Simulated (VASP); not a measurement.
Set up this calculation in VASP 6.6.1, as the native input.

| Property | Result |
| --- | --- |
| Task | relaxation of cell and atoms |
| Functional | PBE |
| Dispersion | D3(BJ) |
| Potentials or basis | VASP PAW PBE potentials, release 64 (Te, Mo_sv) |
| Cutoff | 600 eV |
| k mesh | 12 × 12 × 1 |
| Occupations | gaussian, width 0.03 eV |
| Spin | no spin polarisation |
| Further INCAR settings | ALGO = Normal; EDIFF = 1e-06; IBRION = 2; EDIFFG = -0.01; NSW = 90; ISIF = 3 |

The structure of Te2Mo lies in POSCAR:

```
Te2Mo
1.0
    3.5182000000      0.0000000000      0.0000000000
   -1.7591000000      3.0468505800      0.0000000000
    0.0000000000      0.0000000000     28.5919888000
Te Mo
4 2
Direct
    0.3333333300      0.6666666700      0.3147734900
    0.3333333300      0.6666666700      0.4408643600
    0.6666666700      0.3333333300      0.5591356400
    0.6666666700      0.3333333300      0.6852265100
    0.6666666700      0.3333333300      0.3778189200
    0.3333333300      0.6666666700      0.6221810800
```

The input as run:

INCAR

```
SYSTEM = Te2Mo
PREC = Accurate
ENCUT = 600
EDIFF = 1E-6
ISMEAR = 0
SIGMA = 0.03
LREAL = .False.
LASPH = .True.
NELM = 80
ALGO = Normal
ISIF = 3
LWAVE = .False.
LCHARG = .False.
GGA = PE
IVDW = 12
IBRION = 2
NSW = 90
EDIFFG = -0.01
LATTICE_CONSTRAINTS = .TRUE. .TRUE. .FALSE.
KPAR = 4
```

KPOINTS

```
regular mesh
0
Gamma
  12 12 1
  0 0 0
```

Potentials or basis: VASP PAW PBE potentials, release 64 (Te, Mo_sv).

Launch:

```bash
$ cat potpaw_PBE.64/Te/POTCAR potpaw_PBE.64/Mo_sv/POTCAR > POTCAR
$ mpirun -np 4 vasp_std > vasp.out
```

Results of the run:

```yaml
Relaxed_volume: 50.50 Å³/atom
Relaxed_cell: a = 3.498 Å, b = 3.498 Å, c = 28.592 Å, α = 90.00°, β = 90.00°, γ = 120.00°
Space_group_after_relaxing_to_0.05_Å: P-3m1 (No. 164)
Energy_gained_by_relaxing: 2.4 meV/atom
Ionic_steps: 21
Largest_force_after_relaxing: 0.007 eV/Å
Band_gap_on_the_k_mesh: 0.88 eV, indirect (least direct gap 1.15 eV)
Dispersion_energy_per_atom: -0.475 eV
```

Caveat: spin-orbit coupling is left out, which moves the levels of the heavy elements.

Wall time 12 min on 4 MPI ranks on Intel(R) Xeon(R) Platinum 8559C (Emerald Rapids) (shared host), peak memory 0.63 GiB a rank.
